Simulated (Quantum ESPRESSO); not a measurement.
# Cr (P6_3/mmc) in Quantum ESPRESSO: single point with PBE

Aim: the single point of Cr with PBE.

Program: Quantum ESPRESSO 7.5. These are calculated values, not measurements. Logs are shortened: lines on timing, memory, paths and dates and some standing lists are left out, and cuts for length are marked.

**1. The structure**

Symmetry: P6_3/mmc, No. 194, hexagonal system. The conventional cell has a = 2.714 Å, b = 2.714 Å, c = 4.410 Å, α = 90.00°, β = 90.00°, γ = 120.00°. Cr (site symmetry -6m2) has 12 Cr at 2.71 Å as nearest neighbours.

This isn't the form of Cr at room conditions, which is bcc.

**2. Single point, PBE, collinear spin, ferromagnetic start**

Input file pw.in:

```
&CONTROL
  calculation = 'scf'
  prefix = 'pwscf'
  outdir = './tmp'
  pseudo_dir = './pseudo'
  tprnfor = .true.
  tstress = .true.
  disk_io = 'nowf'
/
&SYSTEM
  ibrav = 0
  nat = 2
  ntyp = 1
  ecutwfc = 55
  ecutrho = 440
  nbnd = 24
  occupations = 'smearing'
  smearing = 'fd'
  degauss = 0.00367493
  nspin = 2
  starting_magnetization(1) = 0.3214
/
&ELECTRONS
  conv_thr = 4d-10
  electron_maxstep = 120
  mixing_beta = 0.3
/
ATOMIC_SPECIES
Cr    51.9961 cr_pbe_v1.5.uspp.F.UPF
CELL_PARAMETERS angstrom
   2.7140000000    0.0000000000    0.0000000000
  -1.3570000000    2.3503929459    0.0000000000
   0.0000000000    0.0000000000    4.4100000000
ATOMIC_POSITIONS crystal
Cr     0.6666666667    0.3333333333    0.7500000000
Cr     0.3333333333    0.6666666667    0.2500000000
K_POINTS automatic
11 11 6 0 0 0
```

Potentials or basis: SSSP 1.3 efficiency PBE.

Launch:

```console
OMP_NUM_THREADS=1 pw.x -in pw.in > pw.out
```

pw.out:

```text
This program is part of the open-source Quantum ESPRESSO suite
     for quantum simulation of materials; please cite
[... 9 lines left out ...]
     --------------------
     sticks:   dense  smooth     PW     G-vecs:    dense   smooth      PW
     Sum         805     397    121                29575    10407    1809

     Using Slab Decomposition

     bravais-lattice index     =            0
     lattice parameter (alat)  =       5.1287  a.u.
     unit-cell volume          =     189.8390 (a.u.)^3
     number of atoms/cell      =            2
     number of atomic types    =            1
     number of electrons       =        28.00
     number of Kohn-Sham states=           24
     kinetic-energy cutoff     =      55.0000  Ry
     charge density cutoff     =     440.0000  Ry
     scf convergence threshold =      4.0E-10
     mixing beta               =       0.3000
     number of iterations used =            8  plain     mixing
     Exchange-correlation=  SLA  PW   PBX  PBC
                           (   1   4   3   4   0   0   0)

     celldm(1)=   5.128717  celldm(2)=   0.000000  celldm(3)=   0.000000
     celldm(4)=   0.000000  celldm(5)=   0.000000  celldm(6)=   0.000000

     crystal axes: (cart. coord. in units of alat)
               a(1) = (   1.000000   0.000000   0.000000 )
               a(2) = (  -0.500000   0.866025   0.000000 )
               a(3) = (   0.000000   0.000000   1.624908 )

     reciprocal axes: (cart. coord. in units 2 pi/alat)
               b(1) = (  1.000000  0.577350 -0.000000 )
               b(2) = (  0.000000  1.154701  0.000000 )
               b(3) = (  0.000000 -0.000000  0.615420 )

     PseudoPot. # 1 for Cr read from file:
     cr_pbe_v1.5.uspp.F.UPF
     Pseudo is Ultrasoft + core correction, Zval = 14.0
     Generated by new atomic code, or converted to UPF format
     Using radial grid of  857 points,  6 beta functions with:
                l(1) =   0
                l(2) =   0
                l(3) =   1
                l(4) =   1
                l(5) =   2
                l(6) =   2
     Q(r) pseudized with  8 coefficients,  rinner =    0.950   0.950   0.950
                                                       0.950   0.950

     atomic species   valence    mass     pseudopotential
     Cr               14.00    51.99610     Cr( 1.00)

     Starting magnetic structure
     atomic species   magnetization
     Cr              0.321

     24 Sym. Ops., with inversion, found (12 have fractional translation)

   Cartesian axes

     site n.     atom                  positions (alat units)
         1        Cr     tau(   1) = (   0.5000000   0.2886751   1.2186809  )
         2        Cr     tau(   2) = (  -0.0000000   0.5773503   0.4062270  )

     number of k points=    64  Fermi-Dirac smearing, width (Ry)=  0.0037
                       cart. coord. in units 2pi/alat
        k(    1) = (   0.0000000   0.0000000   0.0000000), wk =   0.0013774
        k(    2) = (   0.0000000   0.0000000   0.1025699), wk =   0.0027548
        k(    3) = (   0.0000000   0.0000000   0.2051398), wk =   0.0027548
        k(    4) = (   0.0000000   0.0000000  -0.3077098), wk =   0.0013774
        k(    5) = (   0.0000000   0.1049728   0.0000000), wk =   0.0082645
        k(    6) = (   0.0000000   0.1049728   0.1025699), wk =   0.0165289
[... 56 lines left out ...]
        k(   63) = (   0.2727273   0.5773503   0.2051398), wk =   0.0165289
        k(   64) = (   0.2727273   0.5773503  -0.3077098), wk =   0.0082645

     Dense  grid:    29575 G-vectors     FFT dimensions: (  36,  36,  60)

     Smooth grid:    10407 G-vectors     FFT dimensions: (  25,  25,  40)

     Check: negative core charge=   -0.000008
     Generating pointlists ...
     new r_m :   0.4111 (alat units)  2.1086 (a.u.) for type    1

     Initial potential from superposition of free atoms

     starting charge      26.0000, renormalised to      28.0000

     negative rho (up, down):  1.095E-03 5.623E-04
     Starting wfcs are   20 randomized atomic wfcs +    4 random wfcs

     Self-consistent Calculation

     iteration #  1     ecut=    55.00 Ry     beta= 0.30
     Davidson diagonalization with overlap
     ethr =  1.00E-02,  avg # of iterations =  5.7

     negative rho (up, down):  1.077E-03 1.347E-03

     total energy              =    -350.14771271 Ry
     estimated scf accuracy    <       4.97481345 Ry

     total magnetization       =     3.18 Bohr mag/cell
     absolute magnetization    =     3.19 Bohr mag/cell

     iteration #  2     ecut=    55.00 Ry     beta= 0.30
     Davidson diagonalization with overlap
     ethr =  1.00E-02,  avg # of iterations =  2.0

     negative rho (up, down):  7.286E-04 3.014E-03

     total energy              =    -350.80071744 Ry
     estimated scf accuracy    <       0.16935713 Ry

     total magnetization       =     4.67 Bohr mag/cell
     absolute magnetization    =     4.67 Bohr mag/cell

     iteration #  3     ecut=    55.00 Ry     beta= 0.30
     Davidson diagonalization with overlap
     ethr =  6.05E-04,  avg # of iterations =  2.6

     negative rho (up, down):  0.000E+00 5.937E-03

     total energy              =    -350.85706965 Ry
     estimated scf accuracy    <       0.05271544 Ry

     total magnetization       =     4.61 Bohr mag/cell
     absolute magnetization    =     4.62 Bohr mag/cell

     iteration #  4     ecut=    55.00 Ry     beta= 0.30
     Davidson diagonalization with overlap
     ethr =  1.88E-04,  avg # of iterations =  2.0

     negative rho (up, down):  0.000E+00 5.667E-03

     total energy              =    -350.85075071 Ry
     estimated scf accuracy    <       0.11804007 Ry

     total magnetization       =     3.21 Bohr mag/cell
     absolute magnetization    =     3.23 Bohr mag/cell

     iteration #  5     ecut=    55.00 Ry     beta= 0.30
     Davidson diagonalization with overlap
     ethr =  1.88E-04,  avg # of iterations =  2.3

     negative rho (up, down):  0.000E+00 7.022E-03

     total energy              =    -350.87823042 Ry
     estimated scf accuracy    <       0.02050152 Ry

     total magnetization       =     3.30 Bohr mag/cell
     absolute magnetization    =     3.31 Bohr mag/cell

     iteration #  6     ecut=    55.00 Ry     beta= 0.30
     Davidson diagonalization with overlap
     ethr =  7.32E-05,  avg # of iterations =  1.5

     negative rho (up, down):  4.284E-04 2.034E-03

     total energy              =    -350.85583240 Ry
     estimated scf accuracy    <       0.04654704 Ry

     total magnetization       =     4.03 Bohr mag/cell
     absolute magnetization    =     4.04 Bohr mag/cell

     iteration #  7     ecut=    55.00 Ry     beta= 0.30
     Davidson diagonalization with overlap
     ethr =  7.32E-05,  avg # of iterations =  2.0

     negative rho (up, down):  3.730E-04 2.255E-03

     total energy              =    -350.89025603 Ry
     estimated scf accuracy    <       0.00964449 Ry

     total magnetization       =     2.25 Bohr mag/cell
     absolute magnetization    =     2.25 Bohr mag/cell

     iteration #  8     ecut=    55.00 Ry     beta= 0.30
     Davidson diagonalization with overlap
     ethr =  3.44E-05,  avg # of iterations =  1.2

     negative rho (up, down):  3.757E-04 2.076E-03

     total energy              =    -350.89038910 Ry
     estimated scf accuracy    <       0.00170593 Ry

     total magnetization       =     2.35 Bohr mag/cell
     absolute magnetization    =     2.35 Bohr mag/cell

     iteration #  9     ecut=    55.00 Ry     beta= 0.30
     Davidson diagonalization with overlap
     ethr =  6.09E-06,  avg # of iterations =  2.6

     negative rho (up, down):  4.284E-04 1.604E-03

     total energy              =    -350.89047675 Ry
     estimated scf accuracy    <       0.00007812 Ry

     total magnetization       =     2.30 Bohr mag/cell
     absolute magnetization    =     2.30 Bohr mag/cell

     iteration # 10     ecut=    55.00 Ry     beta= 0.30
     Davidson diagonalization with overlap
     ethr =  2.79E-07,  avg # of iterations =  2.3
[... 73 lines left out ...]
     negative rho (up, down):  4.647E-04 1.266E-03

     total energy              =    -350.89117661 Ry
     estimated scf accuracy    <       0.00000080 Ry

     total magnetization       =     1.83 Bohr mag/cell
     absolute magnetization    =     1.83 Bohr mag/cell

     iteration # 17     ecut=    55.00 Ry     beta= 0.30
     Davidson diagonalization with overlap
     ethr =  2.86E-09,  avg # of iterations =  2.1

     negative rho (up, down):  4.687E-04 1.231E-03

     total energy              =    -350.89118315 Ry
     estimated scf accuracy    <       0.00000102 Ry

     total magnetization       =     1.86 Bohr mag/cell
     absolute magnetization    =     1.86 Bohr mag/cell

     iteration # 18     ecut=    55.00 Ry     beta= 0.30
     Davidson diagonalization with overlap
     ethr =  2.86E-09,  avg # of iterations =  2.1

     negative rho (up, down):  4.692E-04 1.227E-03

     total energy              =    -350.89118674 Ry
     estimated scf accuracy    <       0.00000005 Ry

     total magnetization       =     1.84 Bohr mag/cell
     absolute magnetization    =     1.85 Bohr mag/cell

     iteration # 19     ecut=    55.00 Ry     beta= 0.30
     Davidson diagonalization with overlap
     ethr =  1.93E-10,  avg # of iterations =  1.9

     negative rho (up, down):  4.700E-04 1.221E-03

     total energy              =    -350.89118675 Ry
     estimated scf accuracy    <       0.00000003 Ry

     total magnetization       =     1.84 Bohr mag/cell
     absolute magnetization    =     1.84 Bohr mag/cell

     iteration # 20     ecut=    55.00 Ry     beta= 0.30
     Davidson diagonalization with overlap
     ethr =  1.24E-10,  avg # of iterations =  2.1

     negative rho (up, down):  4.702E-04 1.221E-03

     total energy              =    -350.89118687 Ry
     estimated scf accuracy    <          8.1E-09 Ry

     total magnetization       =     1.84 Bohr mag/cell
     absolute magnetization    =     1.84 Bohr mag/cell

     iteration # 21     ecut=    55.00 Ry     beta= 0.30
     Davidson diagonalization with overlap
     ethr =  2.90E-11,  avg # of iterations =  1.5

     negative rho (up, down):  4.701E-04 1.220E-03

     total energy              =    -350.89118688 Ry
     estimated scf accuracy    <          2.4E-09 Ry

     total magnetization       =     1.84 Bohr mag/cell
     absolute magnetization    =     1.84 Bohr mag/cell

     iteration # 22     ecut=    55.00 Ry     beta= 0.30
     Davidson diagonalization with overlap
     ethr =  8.43E-12,  avg # of iterations =  2.2

     negative rho (up, down):  4.701E-04 1.220E-03

     Magnetic moment per site  (integrated on atomic sphere of radius R)
     atom   1 (R=0.411)  charge= 12.5401  magn=  0.8468
     atom   2 (R=0.411)  charge= 12.5401  magn=  0.8468

     End of self-consistent calculation

     Number of k-points >= 100: set verbosity='high' to print the bands.

     the Fermi energy is    15.3089 ev

!    total energy              =    -350.89118689 Ry
     estimated scf accuracy    <          1.8E-10 Ry
     smearing contrib. (-TS)   =      -0.00251088 Ry
     internal energy E=F+TS    =    -350.88867601 Ry

     The total energy is F=E-TS. E is the sum of the following terms:
     one-electron contribution =    -140.28259853 Ry
     hartree contribution      =      82.20613537 Ry
     xc contribution           =     -44.62037622 Ry
     ewald contribution        =    -248.19183662 Ry

     total magnetization       =     1.84 Bohr mag/cell
     absolute magnetization    =     1.84 Bohr mag/cell

     convergence has been achieved in  22 iterations

     negative rho (up, down):  4.701E-04 1.220E-03

     Forces acting on atoms (cartesian axes, Ry/au):

     atom    1 type  1   force =    -0.00000000   -0.00000000    0.00000000
     atom    2 type  1   force =     0.00000000    0.00000000    0.00000000

     Total force =     0.000000     Total SCF correction =     0.000000

     Computing stress (Cartesian axis) and pressure

     negative rho (up, down):  4.701E-04 1.220E-03
          total   stress  (Ry/bohr**3)                   (kbar)     P=     -251.20
  -0.00179633  -0.00000000   0.00000000         -264.25       -0.00        0.00
  -0.00000000  -0.00179633   0.00000000           -0.00     -264.25        0.00
   0.00000000   0.00000000  -0.00153020            0.00        0.00     -225.10

=------------------------------------------------------------------------------=
   JOB DONE.
=------------------------------------------------------------------------------=
```

It took 2 min on 1 thread of Arm Neoverse V1, shared host; peak memory 0.19 GiB.

Results:

```yaml
Free_energy: -4774.1178 eV
Pressure: -25.1 GPa
Band_gap_on_the_k_mesh: none (metal or under the smearing width)
Net_moment: 1.84 μB per cell
Absolute_moment: 1.84 μB per cell
Site_moments: Cr +0.85 μB
Valence_electrons_inside_the_program's_atomic_spheres: Cr 12.54
```

Stress tensor (GPa, compression positive):
```
-26.42   0.00   0.00
  0.00 -26.42   0.00
  0.00   0.00 -22.51
```
